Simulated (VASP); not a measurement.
C:

```
CELL_PARAMETERS angstrom
0.00000 1.78337 1.78337
1.78337 0.00000 1.78337
1.78337 1.78337 0.00000
ATOMIC_POSITIONS crystal
C 0.75000 0.75000 0.75000
C 0.50000 0.50000 0.50000
```

This isn't the form of C at room conditions, which is graphite.

| Item | Value |
| --- | --- |
| Program | VASP 6.6.1 |
| Task | relaxation of cell and atoms |
| Functional | PBEsol |
| Dispersion | D4 |
| Potentials or basis | VASP PAW PBE potentials, release 64 (C) |
| Cutoff | 600 eV |
| k mesh | 13 × 13 × 13 |
| Occupations | fermi-dirac, width 0.05 eV |
| Spin | no spin polarisation |

At the start: pressure -7.4 GPa; volume 5.67 Å³/atom.

Task: Where does the relaxation end?

Result: Over 3 steps the energy falls by 2.2 meV/atom and the volume is 5.58 Å³/atom (-1.7 %); space group Fd-3m (No. 227, to 0.05 Å).

The path:
```tsv
step	energy change (eV)	largest force (eV/Å)	pressure (GPa)	volume (Å³)
1	0.0000	0.0000	-7.43	11.34
2	0.0029	0.0000	10.17	10.92
3	-0.0045	0.0000	-0.03	11.16
```

Final structure:
```
CELL_PARAMETERS angstrom
0.00000 1.77343 1.77343
1.77343 0.00000 1.77343
1.77343 1.77343 0.00000
ATOMIC_POSITIONS crystal
C 0.75000 0.75000 0.75000
C 0.50000 0.50000 0.50000
```

The cell as given is a measured one (5.67 Å³/atom); PBEsol+D4 puts the equilibrium volume -1.7 % from it, thermal expansion not counted.

Caveat: the PAW data sets were made with another functional, which shifts forces and pressure a little.
